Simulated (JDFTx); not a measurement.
# Hf (Im-3m) in JDFTx: reference runs

Reference runs on Hf: the cell as given and a disturbed copy.

Everything below comes from runs of JDFTx 1.7.0 (patched build). Logs are shortened: lines on timing, memory, paths and dates and some standing lists are left out, and cuts for length are marked. The log counts tension as positive stress, the text compression.

## 1. The crystal as given

It takes space group Im-3m (No. 229, cubic). Conventional cell: a = 3.610 Å, b = 3.610 Å, c = 3.610 Å, α = 90.00°, β = 90.00°, γ = 90.00°. Hf (site symmetry m-3m) is surrounded by 8 Hf at 3.13 Å.

This isn't the form of Hf at room conditions, which is hcp.

## 2. Single point, PBE

Hf.in reads:

```
lattice \
   -3.4109556549     3.4109556549     3.4109556549 \
    3.4109556549    -3.4109556549     3.4109556549 \
    3.4109556549     3.4109556549    -3.4109556549
coords-type Lattice
ion Hf     0.0000000000     0.0000000000     0.0000000000 1

ion-species pseudo/Hf.upf
elec-cutoff 29
elec-ex-corr gga-PBE
kpoint-folding 10 10 10
elec-smearing Fermi 0.0018374661
elec-n-bands 11
electronic-SCF nIterations 100 energyDiffThreshold 1e-08
electronic-minimize nIterations 30 energyDiffThreshold 1e-7
converge-empty-states yes
forces-output-coords Cartesian

dump-name run.$VAR
dump End Ecomponents EigStats BandEigs Kpoints Forces Stress ElecDensity Dtot KEdensity
```

Potentials or basis: PseudoDojo-SR-PBE-0.5-standard.

Run with:

```bash
jdftx -c 1 -i Hf.in -o Hf.out
```

The log of the run:

```text
*************** JDFTx 1.7.0 (patched build) ***************

[... 9 lines left out ...]
---------- Initializing the Grid ----------
R =
[     -3.41096      3.41096      3.41096  ]
[      3.41096     -3.41096      3.41096  ]
[      3.41096      3.41096     -3.41096  ]
unit cell volume = 158.741
G =
[ 5.51842e-18    0.92103    0.92103  ]
[    0.92103 5.51842e-18    0.92103  ]
[    0.92103    0.92103 5.51842e-18  ]
Minimum fftbox size, Smin = [  32  32  32  ]
Chosen fftbox size, S = [  32  32  32  ]

---------- Exchange Correlation functional ----------
Initalized PBE GGA exchange.
Initalized PBE GGA correlation.

---------- Setting up pseudopotentials ----------
Width of ionic core gaussian charges (only for fluid interactions / plotting) set to 0

Reading pseudopotential file 'pseudo/Hf.upf':
  'Hf' pseudopotential, 'PBE' functional
  Generated using ONCVPSP code by D. R. Hamann
  12 valence electrons, 4 orbitals, 8 projectors, 1001 radial grid points, with lMax = 3
    5S    l: 0   occupation:  2.0   eigenvalue: -2.462799
    5P    l: 1   occupation:  6.0   eigenvalue: -1.307320
    5D    l: 2   occupation:  2.0   eigenvalue: -0.098817
    6S    l: 0   occupation:  2.0   eigenvalue: -0.187732
  Core radius for overlap checks: 2.38 bohrs.

Initialized 1 species with 1 total atoms.

Folded 1 k-points by 10x10x10 to 1000 k-points.

---------- Setting up k-points, bands, fillings ----------
Reduced to 47 k-points under symmetry.
Computing the number of bands and number of electrons
Calculating initial fillings.
nElectrons:  12.000000   nBands: 11   nStates: 47

----- Setting up reduced wavefunction bases (one per k-point) -----
average nbasis = 1184.015 , ideal nbasis = 1184.075

---------- Setting up ewald sum ----------
Optimum gaussian width for ewald sums = 2.129727 bohr.
Real space sum over 2197 unit cells with max indices [  6  6  6  ]
Reciprocal space sum over 2197 terms with max indices [  6  6  6  ]

---------- Allocating electronic variables ----------
Initializing wave functions:  linear combination of atomic orbitals
Note: number of bands (11) exceeds available atomic orbitals (10)
Hf pseudo-atom occupations:   s ( 2 2 )  p ( 6 )  d ( 2 )
	FillingsUpdate:  mu: +0.517000550  nElectrons: 12.000000
LCAOMinimize: Iter:   0  F: -50.0549023829526405  |grad|_K:  6.409e-05  alpha:  1.000e+00
	FillingsUpdate:  mu: +0.517201770  nElectrons: 12.000000
LCAOMinimize: Iter:   1  F: -50.0549127549610020  |grad|_K:  2.451e-06  alpha:  8.880e-01  linmin: -4.022e-04  cgtest:  1.259e-02
	FillingsUpdate:  mu: +0.517198451  nElectrons: 12.000000
LCAOMinimize: Iter:   2  F: -50.0549127718830320  |grad|_K:  4.066e-08  alpha:  9.904e-01  linmin: -3.628e-04  cgtest: -1.770e-02
	FillingsUpdate:  mu: +0.517198655  nElectrons: 12.000000
LCAOMinimize: Iter:   3  F: -50.0549127718841191  |grad|_K:  3.121e-08  alpha:  1.626e+00  linmin:  1.214e-01  cgtest: -9.931e-01
LCAOMinimize: Converged (|Delta F|<1.000000e-06 for 2 iters).

-------- Electronic minimization -----------
Will mix electronic density at each iteration.
	FillingsUpdate:  mu: +0.517198655  nElectrons: 12.000000
	FillingsUpdate:  mu: +0.501723579  nElectrons: 12.000000
SCF: Cycle:  0   F: -50.077213733985303   dF: -2.230e-02   |Residual|: 4.189e-02   |deigs|: 5.186e-02
	FillingsUpdate:  mu: +0.498282339  nElectrons: 12.000000
SCF: Cycle:  1   F: -50.078285280092295   dF: -1.072e-03   |Residual|: 2.147e-02   |deigs|: 9.711e-03
	FillingsUpdate:  mu: +0.495137957  nElectrons: 12.000000
SCF: Cycle:  2   F: -50.078596615120183   dF: -3.113e-04   |Residual|: 4.119e-03   |deigs|: 8.768e-03
	FillingsUpdate:  mu: +0.495755949  nElectrons: 12.000000
SCF: Cycle:  3   F: -50.078597002646283   dF: -3.875e-07   |Residual|: 2.454e-03   |deigs|: 2.169e-03
	FillingsUpdate:  mu: +0.495422847  nElectrons: 12.000000
SCF: Cycle:  4   F: -50.078602866338102   dF: -5.864e-06   |Residual|: 3.048e-04   |deigs|: 1.012e-03
	FillingsUpdate:  mu: +0.495346169  nElectrons: 12.000000
SCF: Cycle:  5   F: -50.078602780560928   dF: +8.578e-08   |Residual|: 5.083e-04   |deigs|: 3.015e-04
	FillingsUpdate:  mu: +0.495392634  nElectrons: 12.000000
SCF: Cycle:  6   F: -50.078602967687246   dF: -1.871e-07   |Residual|: 5.157e-05   |deigs|: 1.789e-04
	FillingsUpdate:  mu: +0.495394757  nElectrons: 12.000000
SCF: Cycle:  7   F: -50.078602974263958   dF: -6.577e-09   |Residual|: 1.660e-05   |deigs|: 2.159e-05
	FillingsUpdate:  mu: +0.495400134  nElectrons: 12.000000
SCF: Cycle:  8   F: -50.078602974810799   dF: -5.468e-10   |Residual|: 2.666e-05   |deigs|: 2.336e-05
SCF: Converged (|Delta E|<1.000000e-08 for 2 iters).

WARNING: filled levels still moved by 2.1e-05 Eh in the last cycle and may be farther than that from their end: converge the SCF further.
Setting wave functions to eigenvectors of Hamiltonian
Converging empty states (this may take a while): |deigs|: 2.464e-04

# Stress tensor in Cartesian coordinates [Eh/a0^3]:
[  0.000165106            0            0  ]
[            0  0.000165106            0  ]
[            0            0  0.000165106  ]

# Ionic positions in lattice coordinates:
ion Hf   0.000000000000000   0.000000000000000   0.000000000000000 1

# Forces in Cartesian coordinates:
force Hf  -0.000000000000000  -0.000000000000000   0.000000000000000 1

# Energy components:
   Eewald =      -38.4092956453729570
       EH =        7.3246346363589385
     Eloc =      -28.2366056462108013
      Enl =        2.7227439625702585
      Exc =      -14.2301913946393661
 Exc_core =        6.3282709904418750
       KE =       14.4224045042633566
-------------------------------------
     Etot =      -50.0780385925886975
       TS =        0.0005643822220992
-------------------------------------
        F =      -50.0786029748107993

IonicMinimize: Iter:   0  F: -50.078602974810799  |grad|_K:  0.000e+00
IonicMinimize: Converged (|grad|_K<1.000000e-04).

#--- Lowdin population analysis ---
# oxidation-state Hf +0.078

Dumping 'run.eigStats' ...
	eMin: -1.773058 at state 0 ( [ +0.000000 +0.000000 +0.000000 ] spin 0 )
	HOMO: +0.493307 at state 16 ( [ +0.100000 +0.100000 +0.300000 ] spin 0 )
	mu  : +0.495394
	LUMO: +0.495442 at state 11 ( [ +0.000000 +0.200000 +0.300000 ] spin 0 )
	eMax: +1.023637 at state 14 ( [ +0.100000 +0.100000 +0.100000 ] spin 0 )
	HOMO-LUMO gap: +0.002134
	Optical gap  : +0.009328 at state 8 ( [ +0.000000 +0.100000 +0.300000 ] spin 0 )
Done!
```

Wall time 19 s (1 thread of Arm Neoverse V1, shared host); peak memory 0.07 GiB.

What came out:

| Quantity | Value |
| --- | --- |
| Free energy | -1362.7082 eV |
| Pressure | -4.9 GPa |
| Band gap on the k mesh | none (metal or under the smearing width) |

Levels at points of the mesh, in eV from the Fermi level:
| k point | band 3 | band 4 | band 5 | band 6 | band 7 | band 8 | band 9 |
| --- | --- | --- | --- | --- | --- | --- | --- |
| (0.00, 0.00, 0.00) | -30.01 | -30.01 | -6.88 | 1.49 | 1.49 | 1.49 | 4.13 |
| (0.00, 0.00, 0.50) | -30.23 | -30.01 | -3.23 | -0.41 | 0.87 | 3.93 | 4.89 |
| (0.50, 0.50, 0.50) | -30.50 | -30.50 | -2.36 | -2.36 | 6.41 | 6.41 | 6.41 |

Spin-orbit coupling is left out, which matters for the levels of Hf.

## 3. Single point, PBE (cell strained at random at fixed volume)

Hf.in reads:

```
lattice \
   -3.2794023708     3.3417992377     3.3671102294 \
    3.3790098348    -3.3279267582     3.4156346168 \
    3.4777347967     3.4890485870    -3.4266517201
coords-type Lattice
ion Hf    -0.0165250000    -0.0068030000    -0.0104090000 1

ion-species pseudo/Hf.upf
elec-cutoff 29
elec-ex-corr gga-PBE
kpoint-folding 10 10 10
elec-smearing Fermi 0.0018374661
elec-n-bands 11
electronic-SCF nIterations 100 energyDiffThreshold 1e-08
electronic-minimize nIterations 30 energyDiffThreshold 1e-7
converge-empty-states yes
forces-output-coords Cartesian

dump-name run.$VAR
dump End Ecomponents EigStats BandEigs Kpoints Forces Stress
```

Potentials or basis: PseudoDojo-SR-PBE-0.5-standard.

Run with:

```bash
jdftx -c 1 -i Hf.in -o Hf.out
```

The log of the run:

```text
*************** JDFTx 1.7.0 (patched build) ***************

Input parsed successfully to the following command list (including defaults):
[... the input with its defaults ...]

---------- Setting up symmetries ----------

Found 2 point-group symmetries of the bravais lattice
Found 2 space-group symmetries with basis
Applied RMS atom displacement 0 bohrs to make symmetries exact.

---------- Initializing the Grid ----------
R =
[      -3.2794       3.3418      3.36711  ]
[      3.37901     -3.32793      3.41563  ]
[      3.47773      3.48905     -3.42665  ]
unit cell volume = 158.741
G =
[ -0.0203318   0.918257   0.895327  ]
[   0.928476 -0.0187041   0.893699  ]
[   0.924748   0.912902 -0.0149761  ]
Minimum fftbox size, Smin = [  32  32  32  ]
Chosen fftbox size, S = [  32  32  32  ]

---------- Exchange Correlation functional ----------
Initalized PBE GGA exchange.
Initalized PBE GGA correlation.

---------- Setting up pseudopotentials ----------
Width of ionic core gaussian charges (only for fluid interactions / plotting) set to 0

Reading pseudopotential file 'pseudo/Hf.upf':
  'Hf' pseudopotential, 'PBE' functional
  Generated using ONCVPSP code by D. R. Hamann
  12 valence electrons, 4 orbitals, 8 projectors, 1001 radial grid points, with lMax = 3
    5S    l: 0   occupation:  2.0   eigenvalue: -2.462799
    5P    l: 1   occupation:  6.0   eigenvalue: -1.307320
    5D    l: 2   occupation:  2.0   eigenvalue: -0.098817
    6S    l: 0   occupation:  2.0   eigenvalue: -0.187732
  Core radius for overlap checks: 2.38 bohrs.

Initialized 1 species with 1 total atoms.

Folded 1 k-points by 10x10x10 to 1000 k-points.

---------- Setting up k-points, bands, fillings ----------
Reduced to 504 k-points under symmetry.
Computing the number of bands and number of electrons
Calculating initial fillings.
nElectrons:  12.000000   nBands: 11   nStates: 504

----- Setting up reduced wavefunction bases (one per k-point) -----
average nbasis = 1184.067 , ideal nbasis = 1184.075

---------- Setting up ewald sum ----------
Optimum gaussian width for ewald sums = 2.133186 bohr.
Real space sum over 2197 unit cells with max indices [  6  6  6  ]
Reciprocal space sum over 2197 terms with max indices [  6  6  6  ]

---------- Allocating electronic variables ----------
Initializing wave functions:  linear combination of atomic orbitals
Note: number of bands (11) exceeds available atomic orbitals (10)
Hf pseudo-atom occupations:   s ( 2 2 )  p ( 6 )  d ( 2 )
	FillingsUpdate:  mu: +0.517184808  nElectrons: 12.000000
LCAOMinimize: Iter:   0  F: -50.0553167498673801  |grad|_K:  2.596e-05  alpha:  1.000e+00
	FillingsUpdate:  mu: +0.517431637  nElectrons: 12.000000
LCAOMinimize: Iter:   1  F: -50.0553341270879386  |grad|_K:  2.346e-06  alpha:  8.456e-01  linmin:  3.040e-04  cgtest: -8.970e-04
	FillingsUpdate:  mu: +0.517440220  nElectrons: 12.000000
LCAOMinimize: Iter:   2  F: -50.0553342541624744  |grad|_K:  2.127e-07  alpha:  7.573e-01  linmin: -1.207e-04  cgtest:  2.672e-03
	FillingsUpdate:  mu: +0.517439199  nElectrons: 12.000000
LCAOMinimize: Iter:   3  F: -50.0553342554867839  |grad|_K:  8.514e-09  alpha:  9.604e-01  linmin:  5.424e-03  cgtest: -4.367e-02
LCAOMinimize: Converged (|Delta F|<1.000000e-06 for 2 iters).

-------- Electronic minimization -----------
Will mix electronic density at each iteration.
	FillingsUpdate:  mu: +0.517439199  nElectrons: 12.000000
	FillingsUpdate:  mu: +0.501802767  nElectrons: 12.000000
SCF: Cycle:  0   F: -50.077217902719354   dF: -2.188e-02   |Residual|: 4.102e-02   |deigs|: 5.513e-02
	FillingsUpdate:  mu: +0.498386286  nElectrons: 12.000000
SCF: Cycle:  1   F: -50.078239999590885   dF: -1.022e-03   |Residual|: 2.117e-02   |deigs|: 9.452e-03
	FillingsUpdate:  mu: +0.495267474  nElectrons: 12.000000
SCF: Cycle:  2   F: -50.078532953606540   dF: -2.930e-04   |Residual|: 4.046e-03   |deigs|: 8.540e-03
	FillingsUpdate:  mu: +0.495873632  nElectrons: 12.000000
SCF: Cycle:  3   F: -50.078534492037207   dF: -1.538e-06   |Residual|: 2.258e-03   |deigs|: 2.072e-03
	FillingsUpdate:  mu: +0.495552186  nElectrons: 12.000000
SCF: Cycle:  4   F: -50.078539198955376   dF: -4.707e-06   |Residual|: 2.914e-04   |deigs|: 9.648e-04
	FillingsUpdate:  mu: +0.495520735  nElectrons: 12.000000
SCF: Cycle:  5   F: -50.078539378060043   dF: -1.791e-07   |Residual|: 1.827e-04   |deigs|: 1.605e-04
	FillingsUpdate:  mu: +0.495525861  nElectrons: 12.000000
SCF: Cycle:  6   F: -50.078539405224255   dF: -2.716e-08   |Residual|: 4.886e-05   |deigs|: 4.701e-05
	FillingsUpdate:  mu: +0.495538549  nElectrons: 12.000000
SCF: Cycle:  7   F: -50.078539408670139   dF: -3.446e-09   |Residual|: 3.245e-05   |deigs|: 4.876e-05
	FillingsUpdate:  mu: +0.495535966  nElectrons: 12.000000
SCF: Cycle:  8   F: -50.078539410611143   dF: -1.941e-09   |Residual|: 1.247e-05   |deigs|: 2.717e-05
SCF: Converged (|Delta E|<1.000000e-08 for 2 iters).

Setting wave functions to eigenvectors of Hamiltonian
Converging empty states (this may take a while): |deigs|: 5.317e-04

# Stress tensor in Cartesian coordinates [Eh/a0^3]:
[  0.000190515  4.16667e-05  3.27268e-05  ]
[  4.16667e-05  0.000168325  2.71041e-05  ]
[  3.27268e-05  2.71041e-05  0.000129305  ]

# Ionic positions in lattice coordinates:
ion Hf  -0.016525000000000  -0.006803000000000  -0.010409000000000 1

# Forces in Cartesian coordinates:
force Hf   0.000000000000000   0.000000000000000   0.000000000000000 1

# Energy components:
   Eewald =      -38.4041170304105748
       EH =        7.3285299577523997
     Eloc =      -28.2458532476047672
      Enl =        2.7228623451775076
      Exc =      -14.2303300514326612
 Exc_core =        6.3282708206826346
       KE =       14.4226722752785985
-------------------------------------
     Etot =      -50.0779649305568597
       TS =        0.0005744800542823
-------------------------------------
        F =      -50.0785394106111426

IonicMinimize: Iter:   0  F: -50.078539410611143  |grad|_K:  0.000e+00
IonicMinimize: Converged (|grad|_K<1.000000e-04).

#--- Lowdin population analysis ---
# oxidation-state Hf +0.079

Dumping 'run.eigStats' ...
	eMin: -1.773174 at state 0 ( [ +0.000000 +0.000000 +0.000000 ] spin 0 )
	HOMO: +0.495529 at state 267 ( [ +0.300000 +0.100000 +0.500000 ] spin 0 )
	mu  : +0.495534
	LUMO: +0.495892 at state 443 ( [ +0.400000 -0.100000 +0.100000 ] spin 0 )
	eMax: +1.017520 at state 351 ( [ +0.300000 -0.100000 -0.100000 ] spin 0 )
	HOMO-LUMO gap: +0.000362
	Optical gap  : +0.003954 at state 101 ( [ +0.100000 +0.400000 -0.100000 ] spin 0 )
Done!
```

Run time: 3.2 min. Hardware: 1 thread of Arm Neoverse V1, shared host; peak memory 0.43 GiB.

Results:

```yaml
Free_energy: -1362.7065 eV
Pressure: -4.8 GPa
Band_gap_on_the_k_mesh: none (metal or under the smearing width)
```
